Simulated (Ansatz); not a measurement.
# H8C35: the cost of one run

Program: Ansatz 0.2.0. Level of theory: DFT PBE+D3(BJ), scalar-relativistic, plane waves, PAW. These are calculated values, not measurements.

3 further runs of the same task are left out: 3 set aside as unsound or not needed.

## 1. The system as given

The structure is hexagonal, space group P6/mmm (No. 191). Conventional cell: a = 2.465 Å, b = 2.465 Å, c = 16.002 Å, α = 90.00°, β = 90.00°, γ = 120.00°. C (site symmetry -6m2) is surrounded by 3 C at 1.42 Å.

Structure file:

```
CELL_PARAMETERS angstrom
9.86020 0.00000 0.00000
-4.93010 8.53918 0.00000
0.00000 0.00000 16.00161
ATOMIC_POSITIONS crystal
C 0.41667 0.33333 0.49995
C 0.41667 0.58333 0.49995
C 0.41667 0.83333 0.49995
C 0.41667 0.08333 0.49995
C 0.66667 0.33333 0.49995
C 0.66667 0.58333 0.49995
C 0.66667 0.83333 0.49995
C 0.66667 0.08333 0.49995
C 0.91667 0.33333 0.49995
C 0.91667 0.58333 0.49995
C 0.91667 0.83333 0.49995
C 0.91667 0.08333 0.49995
C 0.16667 0.33333 0.49995
C 0.16667 0.58333 0.49995
C 0.16667 0.83333 0.49995
C 0.16667 0.08333 0.49995
C 0.33333 0.16667 0.50005
C 0.33333 0.41667 0.50005
C 0.33333 0.66667 0.50005
C 0.33333 0.91667 0.50005
C 0.58333 0.16667 0.50005
C 0.58333 0.41667 0.50005
C 0.58333 0.66667 0.50005
C 0.58333 0.91667 0.50005
C 0.83333 0.16667 0.50005
C 0.83333 0.41667 0.50005
C 0.83333 0.66667 0.50005
C 0.83333 0.91667 0.50005
C 0.08333 0.16667 0.50005
C 0.08333 0.41667 0.50005
C 0.08333 0.66667 0.50005
C 0.08333 0.91667 0.50005
```

Miller indices refer to the conventional cell of the relaxed bulk, R-3m (No. 166): a = 2.465 Å, b = 2.465 Å, c = 10.046 Å, α = 90.00°, β = 90.00°, γ = 120.00°.

It is a (001) slab, 0.0 Å thick as cut, with 16 Å of vacuum, in a 4×4 surface cell; its outer planes are C (top) and C (bottom). An earlier relaxation, lower half held, gave -8032.9953 eV, gap on the mesh 1.97 eV, ionisation potential 5.26 eV, electron affinity 3.29 eV.

## 2. propane, upright, over a top (C) site

Contents of input.yaml:

```yaml
crystal:
  lattice:
    - [9.8601980332, 0.0, 0.0]
    - [-4.9300990166, 8.5391819831, 0.0]
    - [0.0, 0.0, 22.3149100064]
  atoms:
    - { symbol: C, position: [0.4166666667, 0.3333333333, 0.3585046948] }
    - { symbol: C, position: [0.4166666667, 0.5833333333, 0.3585046948] }
    - { symbol: C, position: [0.4166666667, 0.8333333333, 0.3585046948] }
    - { symbol: C, position: [0.4166666667, 0.0833333333, 0.3585046948] }
    - { symbol: C, position: [0.6666666667, 0.3333333333, 0.3585046948] }
    - { symbol: C, position: [0.6666666667, 0.5833333333, 0.3585046948] }
    - { symbol: C, position: [0.6666666667, 0.8333333333, 0.3585046948] }
    - { symbol: C, position: [0.6666666667, 0.0833333333, 0.3585046948] }
    - { symbol: C, position: [0.9166666667, 0.3333333333, 0.3585046948] }
    - { symbol: C, position: [0.9166666667, 0.5833333333, 0.3585046948] }
    - { symbol: C, position: [0.9166666667, 0.8333333333, 0.3585046948] }
    - { symbol: C, position: [0.9166666667, 0.0833333333, 0.3585046948] }
    - { symbol: C, position: [0.1666666667, 0.3333333333, 0.3585046948] }
    - { symbol: C, position: [0.1666666667, 0.5833333333, 0.3585046948] }
    - { symbol: C, position: [0.1666666667, 0.8333333333, 0.3585046948] }
    - { symbol: C, position: [0.1666666667, 0.0833333333, 0.3585046948] }
    - { symbol: C, position: [0.3333333333, 0.1666666667, 0.3585768441] }
    - { symbol: C, position: [0.3333333333, 0.4166666667, 0.3585768441] }
    - { symbol: C, position: [0.3333333333, 0.6666666667, 0.3585768441] }
    - { symbol: C, position: [0.3333333333, 0.9166666667, 0.3585768441] }
    - { symbol: C, position: [0.5833333333, 0.1666666667, 0.3585768441] }
    - { symbol: C, position: [0.5833333333, 0.4166666667, 0.3585768441] }
    - { symbol: C, position: [0.5833333333, 0.6666666667, 0.3585768441] }
    - { symbol: C, position: [0.5833333333, 0.9166666667, 0.3585768441] }
    - { symbol: C, position: [0.8333333333, 0.1666666667, 0.3585768441] }
    - { symbol: C, position: [0.8333333333, 0.4166666667, 0.3585768441] }
    - { symbol: C, position: [0.8333333333, 0.6666666667, 0.3585768441] }
    - { symbol: C, position: [0.8333333333, 0.9166666667, 0.3585768441] }
    - { symbol: C, position: [0.0833333333, 0.1666666667, 0.3585768441] }
    - { symbol: C, position: [0.0833333333, 0.4166666667, 0.3585768441] }
    - { symbol: C, position: [0.0833333333, 0.6666666667, 0.3585768441] }
    - { symbol: C, position: [0.0833333333, 0.9166666667, 0.3585768441] }
    - { symbol: C, position: [0.0124998688, 0.906564256, 0.6205675937] }
    - { symbol: C, position: [0.1056769302, 0.9198590326, 0.5641210295] }
    - { symbol: C, position: [0.0124998688, 0.906564256, 0.5076744653] }
    - { symbol: H, position: [0.0833333333, 0.9166666667, 0.6607649326] }
    - { symbol: H, position: [-0.0165449326, 1.001832807, 0.6218447667] }
    - { symbol: H, position: [-0.0974943066, 0.7914589454, 0.6218447667] }
    - { symbol: H, position: [0.1357643018, 0.8252417238, 0.5641210295] }
    - { symbol: H, position: [0.2163063522, 1.0345282951, 0.5641210295] }
    - { symbol: H, position: [0.0833333333, 0.9166666667, 0.4674726451] }
    - { symbol: H, position: [-0.0974943066, 0.7914589454, 0.506392811] }
    - { symbol: H, position: [-0.0165449326, 1.001832807, 0.506392811] }
basis:
  ecutwfc: 420
kpoints:
  mp_grid: { grid: [2, 2, 1] }
hamiltonian:
  xc: pbe
  dispersion: d3bj
scf:
  occupations: { method: gaussian, width: 0.05 }
output:
  forces: true
  eigenvalues: true
  write_density: true
  write_potential: true
  elf: true
  volumetric_format: npy
relax:
  adjacent_minimum: "off"
  f_tol: 0.04
  max_steps: 100
  constraints: [{ sites: [0] }]
efield:
  axis: 3
  dipole_correction: true
  ramp_width: 0.04
```

Started as:

```
> ansatz run input.yaml --threads 4 --pin off --max-ram 10240MiB --backend cpu --events-out ev --progress --plain --runs-dir out
```

Q: Estimate wall time and peak memory on 4 threads of Intel Xeon 6975P-C (Granite Rapids), shared host.

About 31 s, with a peak of 4.3 GiB.
